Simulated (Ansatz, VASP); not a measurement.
## One calculation of LiH, two programs

Contents of POSCAR:

```
LiH
1.0
    0.0000000000      2.0029948411      2.1081520703
    2.0029948411      0.0000000000      2.1081520703
    2.0029948411      2.0029948411      0.0000000000
Li H
1 1
Direct
    0.0000000000      0.0000000000      0.0000000000
    0.5000000000      0.5000000000      0.5000000000
```

The input INCAR.step1:

```
PREC     = Accurate       # precision mode
ENCUT    = 520            # plane-wave cutoff, eV
EDIFF    = 1E-5           # SCF threshold, eV
ISMEAR   = 0              # smearing method
SIGMA    = 0.01           # smearing width, eV
LREAL    = F              # projectors in reciprocal space
LASPH    = T              # aspherical terms in the spheres
NELM     = 100            # most SCF steps
ALGO     = Normal         # electronic algorithm
ISIF     = 2              # what is computed and relaxed
LWAVE    = T              # write WAVECAR
LCHARG   = F              # write CHGCAR
GGA      = PE             # functional
NBANDS   = 9              # bands
```

File INCAR.step2:

```
PREC     = Accurate       # precision mode
ENCUT    = 520            # plane-wave cutoff, eV
EDIFF    = 1E-7           # SCF threshold, eV
ISMEAR   = 0              # smearing method
SIGMA    = 0.01           # smearing width, eV
LREAL    = F              # projectors in reciprocal space
LASPH    = T              # aspherical terms in the spheres
NELM     = 100            # most SCF steps
ALGO     = Normal         # electronic algorithm
ISIF     = 2              # what is computed and relaxed
LWAVE    = F              # write WAVECAR
LCHARG   = F              # write CHGCAR
GGA      = PE             # functional
LHFCALC  = T              # exact exchange
HFSCREEN = 0.2079         # screening, 1/A
PRECFOCK = Normal       
ISTART   = 1            
NBANDS   = 9              # bands
```

The input KPOINTS:

```
Automatic mesh
0
Gamma
  8 8 8
```

Input for Ansatz:

```yaml
crystal:
  lattice:
    - [0.0, 2.0029948411, 2.1081520703]
    - [2.0029948411, 0.0, 2.1081520703]
    - [2.0029948411, 2.0029948411, 0.0]
  atoms:
    - { symbol: Li, position: [0.0, 0.0, 0.0] }
    - { symbol: H, position: [0.5, 0.5, 0.5] }
kpoints:
  mp_grid: { grid: [8, 8, 8] }
  band_path:
    path:
      - [0.0, 0.0, 0.0]
      - [0.5, 0.0, 0.5]
      - [0.625, 0.25, 0.625]
      - [0.375, 0.375, 0.75]
      - [0.5, 0.5, 0.5]
      - [0.5, 0.25, 0.75]
    npoints: 1
hamiltonian:
  xc: hse06
scf:
  occupations: { method: fixed }
  n_extra_bands: 4
output:
  forces: true
  stress: true
  eigenvalues: true
```

Change from the starting cell: uniaxial_z strain +5.2%.

Alike in both runs: task single point; functional HSE06; k mesh 8 × 8 × 8; no spin polarisation.

|  | VASP | Ansatz |
| --- | --- | --- |
| version | VASP 6.6.1 | Ansatz 0.2.0 |
| potentials or method | VASP PAW PBE potentials, release 64 (Li_sv, H) | plane waves, PAW |
| plane-wave cutoff (eV) | 520 | 420 |
| occupations | gaussian, width 0.01 eV | fixed |
| valence electrons in the cell | 4 | 4 |

```tsv
	VASP	Ansatz	Ansatz less VASP
gap on the k mesh at the Fermi level (eV)	3.42	3.42	+0.003
```

Ansatz warned: «stress_exchange_threshold_loose».

 A k mesh can miss the band edges.
